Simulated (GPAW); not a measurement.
# RbCl (Fm-3m) in GPAW: dielectric tensor with LDA

Aim: the dielectric tensor of RbCl with LDA.

Program: GPAW 26.7.0. These are calculated values, not measurements. Logs are shortened: lines on timing, memory, paths and dates and some standing lists are left out, and cuts for length are marked. The log counts tension as positive stress, the text compression.

**The experiment to reproduce.**

From a printed reference work, textbook, for a bulk crystal of RbCl at 80 K: high-frequency dielectric constant 2.19.

The runs below are set against these values where they give the same quantity.

**1. Starting point**

Symmetry: Fm-3m, No. 225, cubic system. The conventional cell has a = 6.548 Å, b = 6.548 Å, c = 6.548 Å, α = 90.00°, β = 90.00°, γ = 90.00°. Rb (site symmetry m-3m) has 6 Cl at 3.27 Å as nearest neighbours. Cl (site symmetry m-3m) has 6 Rb at 3.27 Å as nearest neighbours.

**2. Dielectric tensor, LDA**

The input, run.py:

```python
import numpy as np
from ase import Atoms
from ase.dft.bandgap import bandgap
from ase.io import write
from gpaw import GPAW, PW
from gpaw.response.df import DielectricFunction

atoms = Atoms(['Rb', 'Cl'],
              cell=[[0.0, 3.274, 3.274],
                    [3.274, 0.0, 3.274],
                    [3.274, 3.274, 0.0]],
              scaled_positions=[[0.0, 0.0, 0.0],
                                [0.5, 0.5, 0.5]],
              pbc=True)

calc = GPAW(mode=PW(450),
            xc='LDA',
            kpts={'size': (6, 6, 6), 'gamma': True},
            occupations={'name': 'fermi-dirac', 'width': 0.001},
            nbands=16,
            convergence={'density': 1e-06},
            maxiter=150,
            txt='gpaw.txt')
atoms.calc = calc
energy = atoms.get_potential_energy()
calc.write('gs.gpw')
write('result.traj', atoms)
print(f'Energy: {energy:.6f} eV')
print('Fermi level:', round(calc.get_fermi_level(), 4), 'eV')
print(f'Gap: {bandgap(calc)[0]:.4f} eV, direct: {bandgap(calc, direct=True)[0]:.4f} eV')

for size in [(13, 13, 13), (18, 18, 18)]:
    name = 'x'.join(str(n) for n in size)
    dense = calc.fixed_density(kpts={'size': size, 'gamma': True},
                               nbands=34, convergence={'bands': 28, 'eigenstates': 1e-7},
                               update_fermi_level=True, txt=f'dense-{name}.txt')
    dense.write(f'{name}.gpw', mode='all')
    df = DielectricFunction(f'{name}.gpw', frequencies=np.array([0.0]), hilbert=False, eta=0.001,
                            ecut=80, nbands=28, intraband=False, txt=f'df-{name}.txt')
    for xc in ['RPA', 'Bootstrap', 'ALDA']:
        for direction in ['x', 'y', 'z', [0, 1, 1], [1, 0, 1], [1, 1, 0]]:
            e0, e = df.get_macroscopic_dielectric_constant(xc=xc, direction=direction)
            print(f'{name} {xc} {direction}: {e0:.4f} without, {e:.4f} with local fields')
```

Potentials or basis: the program's PAW data sets (release 1.2.1) made for this functional, pw.

On the command line:

```sh
OMP_NUM_THREADS=1 python run.py
```

gpaw.txt:

```text
__  _  _
 | _ |_)|_||  |
 |__||  | ||/\| - 26.7.0

Input parameters:
  mode=PW(ecut=450.00000000000006),
  convergence={'density': 1e-06},
  kpts=MonkhorstPack(size=(6, 6, 6), gamma=True),
  maxiter=150,
  nbands=16,
  occupations=Occupations(name='fermi-dirac', width=0.001),
  xc=XC(name='LDA')

Diagonalizing LCAO Hamiltonian
Converting LCAO to pw mode

                 Cl

       Rb

Atoms  # Å, Bohr magnetons
|   | symbol |        x |        y |        z |    initial magnetic moments |
|---|--------|----------|----------|----------|-----------------------------|
| 0 |     Rb | 0.000000 | 0.000000 | 0.000000 | ( 0.0000,  0.0000,  0.0000) |
| 1 |     Cl | 3.274000 | 3.274000 | 3.274000 | ( 0.0000,  0.0000,  0.0000) |

Unit cell  # Å
| periodic |        x |        y |        z |  lengths |    angles |
|----------|----------|----------|----------|----------|-----------|
|      yes | 0.000000 | 3.274000 | 3.274000 | 4.630135 | 60.000000 |
|      yes | 3.274000 | 0.000000 | 3.274000 | 4.630135 | 60.000000 |
|      yes | 3.274000 | 3.274000 | 0.000000 | 4.630135 | 60.000000 |

Number of symmetries: 48
Symmetry operations  # r_c * U_cc + t_c -> r_c
|    | kind |            matrix            |
|----|------|------------------------------|
|  0 |  σ   |  1, 0, 0,  1, 0,-1,  1,-1, 0 |
|  1 |  C2  |  1, 0, 0,  1,-1, 0,  1, 0,-1 |
|  2 |  E   |  1, 0, 0,  0, 1, 0,  0, 0, 1 |
|  3 |  σ   |  1, 0, 0,  0, 0, 1,  0, 1, 0 |
|  4 |  C4  |  1, 0,-1,  1, 0, 0,  1,-1, 0 |
|  5 |  S6  |  1, 0,-1,  1,-1, 0,  1, 0, 0 |
|  6 |  σ   |  1, 0,-1,  0, 1,-1,  0, 0,-1 |
|  7 |  C3  |  1, 0,-1,  0, 0,-1,  0, 1,-1 |
|  8 |  S6  |  1,-1, 0,  1, 0, 0,  1, 0,-1 |
|  9 |  C4  |  1,-1, 0,  1, 0,-1,  1, 0, 0 |
| 10 |  C3  |  1,-1, 0,  0,-1, 1,  0,-1, 0 |
| 11 |  σ   |  1,-1, 0,  0,-1, 0,  0,-1, 1 |
| 12 |  σ   |  0, 1, 0,  1, 0, 0,  0, 0, 1 |
| 13 |  C4  |  0, 1, 0,  0, 1,-1, -1, 1, 0 |
| 14 |  C3  |  0, 1, 0,  0, 0, 1,  1, 0, 0 |
| 15 |  S6  |  0, 1, 0, -1, 1, 0,  0, 1,-1 |
| 16 |  C2  |  0, 1,-1,  1, 0,-1,  0, 0,-1 |
| 17 |  σ   |  0, 1,-1,  0, 1, 0, -1, 1, 0 |
| 18 |  S4  |  0, 1,-1,  0, 0,-1,  1, 0,-1 |
| 19 |  C4  |  0, 1,-1, -1, 1, 0,  0, 1, 0 |
| 20 |  C3  |  0, 0, 1,  1, 0, 0,  0, 1, 0 |
| 21 |  σ   |  0, 0, 1,  0, 1, 0,  1, 0, 0 |
| 22 |  S6  |  0, 0, 1,  0,-1, 1, -1, 0, 1 |
| 23 |  C4  |  0, 0, 1, -1, 0, 1,  0,-1, 1 |
| 24 |  S4  |  0, 0,-1,  1, 0,-1,  0, 1,-1 |
| 25 |  C3  |  0, 0,-1,  0, 1,-1,  1, 0,-1 |
| 26 |  C2  |  0, 0,-1,  0,-1, 0, -1, 0, 0 |
| 27 |  S6  |  0, 0,-1, -1, 0, 0,  0,-1, 0 |
| 28 |  S4  |  0,-1, 1,  1,-1, 0,  0,-1, 0 |
| 29 |  C4  |  0,-1, 1,  0, 0, 1, -1, 0, 1 |
| 30 |  C2  |  0,-1, 1,  0,-1, 0,  1,-1, 0 |
| 31 |  σ   |  0,-1, 1, -1, 0, 1,  0, 0, 1 |
| 32 |  C3  |  0,-1, 0,  1,-1, 0,  0,-1, 1 |
| 33 |  S6  |  0,-1, 0,  0, 0,-1, -1, 0, 0 |
| 34 |  S4  |  0,-1, 0,  0,-1, 1,  1,-1, 0 |
| 35 |  C2  |  0,-1, 0, -1, 0, 0,  0, 0,-1 |
| 36 |  C2  | -1, 1, 0,  0, 1, 0,  0, 1,-1 |
| 37 |  S6  | -1, 1, 0,  0, 1,-1,  0, 1, 0 |
| 38 |  S4  | -1, 1, 0, -1, 0, 1, -1, 0, 0 |
| 39 |  C3  | -1, 1, 0, -1, 0, 0, -1, 0, 1 |
| 40 |  S6  | -1, 0, 1,  0, 0, 1,  0,-1, 1 |
| 41 |  C2  | -1, 0, 1,  0,-1, 1,  0, 0, 1 |
| 42 |  C3  | -1, 0, 1, -1, 1, 0, -1, 0, 0 |
| 43 |  S4  | -1, 0, 1, -1, 0, 0, -1, 1, 0 |
| 44 |  C2  | -1, 0, 0,  0, 0,-1,  0,-1, 0 |
| 45 |  i   | -1, 0, 0,  0,-1, 0,  0, 0,-1 |
| 46 |  σ   | -1, 0, 0, -1, 1, 0, -1, 0, 1 |
| 47 |  C2  | -1, 0, 0, -1, 0, 1, -1, 1, 0 |

BZ-sampling:
  Number of BZ points: 216
  Number of IBZ points: 16

  Monkhorst-Pack size: [6, 6, 6]
  Monkhorst-Pack shift: [0.08333333333333333, 0.08333333333333333, 0.08333333333333333]

K-points  # in reciprocal-cell coordinates
|     |                                coordinates |     weight |
|-----|--------------------------------------------|------------|
|   0 | (  0.00000000,   0.00000000,   0.00000000) | 0.00462963 |
|   1 | (  0.16666667,   0.16666667,   0.00000000) | 0.02777778 |
|   2 | (  0.16666667,   0.16666667,   0.16666667) | 0.03703704 |
|   3 | (  0.33333333,   0.16666667,   0.16666667) | 0.05555556 |
|   4 | (  0.33333333,   0.33333333,  -0.33333333) | 0.05555556 |
|   5 | (  0.33333333,   0.33333333,   0.00000000) | 0.02777778 |
|   6 | (  0.33333333,   0.33333333,   0.16666667) | 0.11111111 |
|   7 | (  0.33333333,   0.33333333,   0.33333333) | 0.03703704 |
|   8 | (  0.50000000,   0.33333333,  -0.33333333) | 0.11111111 |
|   9 | (  0.50000000,   0.33333333,  -0.16666667) | 0.05555556 |
| ... |                                            |            |
|  15 | (  0.50000000,   0.50000000,   0.50000000) | 0.01851852 |

Plane wave coefficients: 1536
Cutoff: 450.00000000000006 eV

Spin-components: 1 (collinear spins)
Bands:           16
Projectors:      10
Spin-degeneracy: 2
Datatype:        complex128

Parallelization:
  kpt:    1
  domain: 1
  band:   1

Density:
  Valence electrons: 16.0
  Components: 1
  Grid points: [24 24 24]
  Charge: 0.0  # |e|

Potential:
  Grid points: [24 24 24]

species:
  Rb:
    name:    Rubidium
    Z:       37.0
    valence: 9
    core:    28
    charge:  0.0  # [|e|]
    compensation charges:
      type: gauss
      rc: 0.38  # [Å]
      lmax: 2
    cutoffs:
      filter: 2.43  # [Å]
      core: 1.99  # [Å]
    projectors
    | kind |    occ | energy [eV] | rcut [Å] |
    |------|--------|-------------|----------|
    |   4s |  2.000 |     -31.956 |    1.376 |
    |   5s |  1.000 |      -2.362 |    1.376 |
    |   4p |  6.000 |     -16.035 |    1.270 |
    |    p |        |      11.177 |    1.270 |
    |    d |        |       0.000 |    1.217 |

    Using partial waves for Rb as LCAO basis

  Cl:
    name:    Chlorine
    Z:       17.0
    valence: 7
    core:    10
    charge:  0.0  # [|e|]
    compensation charges:
      type: gauss
      rc: 0.25  # [Å]
      lmax: 2
    cutoffs:
      filter: 1.40  # [Å]
      core: 1.49  # [Å]
    projectors
    | kind |    occ | energy [eV] | rcut [Å] |
    |------|--------|-------------|----------|
    |   3s |  2.000 |     -20.688 |    0.794 |
    |   3p |  5.000 |      -8.701 |    0.794 |
    |    s |        |       6.523 |    0.794 |
    |    p |        |      18.511 |    0.794 |
    |    d |        |       0.000 |    0.794 |

    Using partial waves for Cl as LCAO basis

Reference energy: -93525.886344  # eV

eigensolver:
  PPCG
  Converge bands: occupied
  niter=2

density mixing:
  MSR1-Mixer
  Pratt-step length: 0.05
  Maximum mixing coefficient: 0.75
  Old densities: 10
  SVD Regularization: 0.005
  Good broyden scale: 1.0
  Trust region scale: 1.0
  Backstep threshold: 4.0
  History deletion threshold: 6.0
  Fourier metric: weight=20.0, sigma=0.015

occupation numbers:
  Fermi-Dirac:
    width: 0.0010  # eV

poisson solver:
  ecut: 3600.0000000000005  # eV

xc functional:
  name: None

convergence criteria:
- Maximum integral of absolute [dens]ity change: 1e-06 electrons / valence electron
- Maximum [total energy] change in last 3 cyles: 0.0005 eV / valence electron
- Maximum integral of absolute [eigenst]ate change: 4e-08 eV^2 / valence electron
maximum number of iterations: 150

SCF iterations
|iter     | |      energy | eigst |  dens |
|---------|-|-------------|-------|-------|
|iter:   1| |   -7.434191 | -0.88 |       |
|iter:   2| |   -7.388220 | -2.90 | -1.27 |
|iter:   3| |   -7.205233 | -2.20 | -1.31 |
|iter:   4| |   -7.204203 | -3.66 | -1.76 |
|iter:   5| |   -7.204466c| -4.58 | -2.18 |
|iter:   6| |   -7.204480c| -6.12 | -3.04 |
|iter:   7| |   -7.204483c| -7.21 | -3.53 |
|iter:   8| |   -7.204483c| -7.56c| -4.38 |
|iter:   9| |   -7.204483c| -8.34c| -5.47 |
|iter:  10| |   -7.204483c| -8.86c| -5.88 |
|iter:  11| |   -7.204483c| -9.33c| -6.73c|

Converged in 11 steps
Energy contributions relative to reference atoms: (reference = -93525.886344)

Energy contributions:
  Kinetic:           6.218613
  Coulomb:          -6.189377
  Zero:             -0.033237
  External:          0.000000
  Xc:               -7.200482
  Entropy:          -0.000000
  Spinorbit:         0.000000
  ----------------------------
  Free energy:      -7.204483
  Extrapolated:     -7.204483

dipole moment: (-24.912634, -24.912634, -24.912634)  # |e|*Ang

Fermi level: 1.412
Eigenvalues  # (at kpt = [0.000, 0.000, 0.000])
| band index |      eig [eV] | occ [0-2] |
|------------|---------------|-----------|
|          0 |       -24.236 |     2.000 |
|          1 |       -12.358 |     2.000 |
|          2 |        -8.298 |     2.000 |
|          3 |        -8.298 |     2.000 |
|          4 |        -8.298 |     2.000 |
|          5 |        -0.422 |     2.000 |
[... 8 lines left out ...]
|         14 |        11.214 |     0.000 |
|         15 |        16.961 |     0.000 |

Gap: 4.597 eV
Transition (v -> c):
  (s=0, k=0, n=7, [0.00, 0.00, 0.00]) -> (s=0, k=0, n=8, [0.00, 0.00, 0.00])
No difference between direct/indirect transitions
# Writing to gs.gpw (mode='')
```

Run time: 5.2 min. Hardware: 1 thread of Arm Neoverse V2, shared host; peak memory 1.4 GiB.

Results:

| Property | Result |
| --- | --- |
| Free energy | -7.2045 eV |
| Band gap on the k mesh | 4.60 eV, direct |
| Electronic dielectric tensor (diagonal) | 2.29 |

Electronic dielectric tensor:
```
2.29 0.00 0.00
0.00 2.29 0.00
0.00 0.00 2.29
```

Caveat: the long-wavelength limit can be off by a per cent or two.

**3. How close it comes**

Step 2. Against the measured high-frequency dielectric constant of RbCl, 2.19 (80 K; a printed reference work, textbook), the calculated 2.29 is off by +4.5 %.
